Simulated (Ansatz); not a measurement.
**TiO2: energy against volume**

Aim, for TiO2: follow energy and moments against volume.

Computed with Ansatz 0.2.0 (DFT r2SCAN+U, scalar-relativistic, plane waves, PAW, unless a step's input says otherwise).

## 1. The structure to begin with

Symmetry: C2/c, No. 15, monoclinic system. Conventional cell: a = 5.412 Å, b = 5.413 Å, c = 5.472 Å, α = 90.00°, β = 118.77°, γ = 90.00°. Around Ti (site symmetry 2) lie 6 O at 1.93 to 2.00 Å. O (site symmetry 1) is surrounded by 3 Ti at 1.93 to 2.00 Å.

Cell or atoms stand a little off a more symmetric structure (I4_1/amd at a tolerance of 0.3 Å), so results at this geometry aren't those of that ideal crystal.

As a file:

```cif
data_structure
_symmetry_space_group_name_H-M 'C2/c'
_symmetry_Int_Tables_number 15
_cell_length_a 5.4121
_cell_length_b 5.4133
_cell_length_c 5.4720
_cell_angle_alpha 90.000
_cell_angle_beta 118.768
_cell_angle_gamma 90.000
_cell_volume 140.53
loop_
_atom_site_label
_atom_site_type_symbol
_atom_site_symmetry_multiplicity
_atom_site_Wyckoff_symbol
_atom_site_fract_x
_atom_site_fract_y
_atom_site_fract_z
_atom_site_occupancy
Ti1 Ti 4 e 0.50000 0.36589 0.25000 1
O1 O 8 f 0.20999 0.87877 0.66715 1
```

The structure comes from the Materials Project (structure only); it is used as listed.

## 2. The base input

Input file input.yaml:

```yaml
crystal:
  lattice:
    - [2.706034, -2.706655, 0.0]
    - [2.706034, 2.706655, 0.0]
    - [-2.633531, 0.0, 4.796637]
  atoms:
    - { symbol: Ti, position: [0.13411, 0.86589, 0.25] }
    - { symbol: Ti, position: [0.86589, 0.13411, 0.75] }
    - { symbol: O, position: [0.331221, 0.088755, 0.667149] }
    - { symbol: O, position: [0.668779, 0.911245, 0.332851] }
    - { symbol: O, position: [0.911245, 0.668779, 0.832851] }
    - { symbol: O, position: [0.088755, 0.331221, 0.167149] }
basis:
  ecutwfc: 500
kpoints:
  mp_grid: { grid: [6, 6, 6] }
hamiltonian:
  xc: r2scan
  hubbard: { sites: [{ species: Ti, l: d, u_eff: 4.0 }] }
scf:
  occupations: { method: gaussian, width: 0.02 }
output:
  forces: true
  stress: true
  eigenvalues: true
  populations: true
  write_density: true
  write_potential: true
  elf: true
  volumetric_format: npy
```

It was run beforehand and gave: -1214.3592 eV/atom at zero smearing, pressure -3.10 GPa, largest force 0.260 eV/Å, gap on the mesh 3.01 eV, in 9 SCF cycles and 26 s.

## 3. V/V0 = 1.06, start: large parallel starting moments

Input file input.yaml:

```yaml
crystal:
  lattice:
    - [2.7591069643, -2.7597401439, 0.0]
    - [2.7591069643, 2.7597401439, 0.0]
    - [-2.6851819758, 0.0, 4.8907125897]
  atoms:
    - { symbol: Ti, position: [0.13411, 0.86589, 0.25], spin: 2.5 }
    - { symbol: Ti, position: [0.86589, 0.13411, 0.75], spin: 2.5 }
    - { symbol: O, position: [0.331221, 0.088755, 0.667149] }
    - { symbol: O, position: [0.668779, 0.911245, 0.332851] }
    - { symbol: O, position: [0.911245, 0.668779, 0.832851] }
    - { symbol: O, position: [0.088755, 0.331221, 0.167149] }
basis:
  ecutwfc: 500
kpoints:
  mp_grid: { grid: [6, 6, 6] }
hamiltonian:
  xc: r2scan
  hubbard: { sites: [{ species: Ti, l: d, u_eff: 4.0 }] }
scf:
  occupations: { method: gaussian, width: 0.02 }
output:
  forces: true
  stress: true
  eigenvalues: true
  populations: true
magnetization:
  spin_polarized: true
```

Launch:

```bash
$ ansatz run input.yaml --threads 1 --pin off --max-ram 2560MiB --backend cpu --events-out ev --progress --plain --runs-dir out
```

## 4. V/V0 = 1.12, start: large parallel starting moments

input.yaml: that of step 3 with these lines changed.

```diff
@@ -2,5 +2,5 @@
   lattice:
-    - [2.7591069643, -2.7597401439, 0.0]
-    - [2.7591069643, 2.7597401439, 0.0]
-    - [-2.6851819758, 0.0, 4.8907125897]
+    - [2.8102131169, -2.8108580246, 0.0]
+    - [2.8102131169, 2.8108580246, 0.0]
+    - [-2.7349188369, 0.0, 4.9813018662]
   atoms:
```

## 5. V/V0 = 1.2, start: large parallel starting moments

input.yaml: that of step 4 with these lines changed.

```diff
@@ -2,5 +2,5 @@
   lattice:
-    - [2.8102131169, -2.8108580246, 0.0]
-    - [2.8102131169, 2.8108580246, 0.0]
-    - [-2.7349188369, 0.0, 4.9813018662]
+    - [2.8755902186, -2.8762501296, 0.0]
+    - [2.8755902186, 2.8762501296, 0.0]
+    - [-2.7985442844, 0.0, 5.0971874113]
   atoms:
```

## 6. V/V0 = 1.3, start: large parallel starting moments

input.yaml: that of step 5 with these lines changed.

```diff
@@ -2,5 +2,5 @@
   lattice:
-    - [2.8755902186, -2.8762501296, 0.0]
-    - [2.8755902186, 2.8762501296, 0.0]
-    - [-2.7985442844, 0.0, 5.0971874113]
+    - [2.9533462489, -2.9540240039, 0.0]
+    - [2.9533462489, 2.9540240039, 0.0]
+    - [-2.8742169907, 0.0, 5.2350154844]
   atoms:
@@ -26,2 +26,6 @@
   populations: true
+  write_density: true
+  write_potential: true
+  elf: true
+  volumetric_format: npy
 magnetization:
```

(Steps that only read results are left out.)

**Question.** What does this series show? Wanted: lowest point, start “large parallel starting moments”.

The runs gave:

```
                                             quantity        value
lowest point, start “large parallel starting moments”  V/V0 = 1.06
```

In words: For the start “large parallel starting moments” the lowest point lies at V/V0 = 1.06, the smallest volume tried; all points are expanded cells, and the minimum lies below them. From this start no run keeps a moment; that shows where this start leads, and other orders were not tried at these volumes.
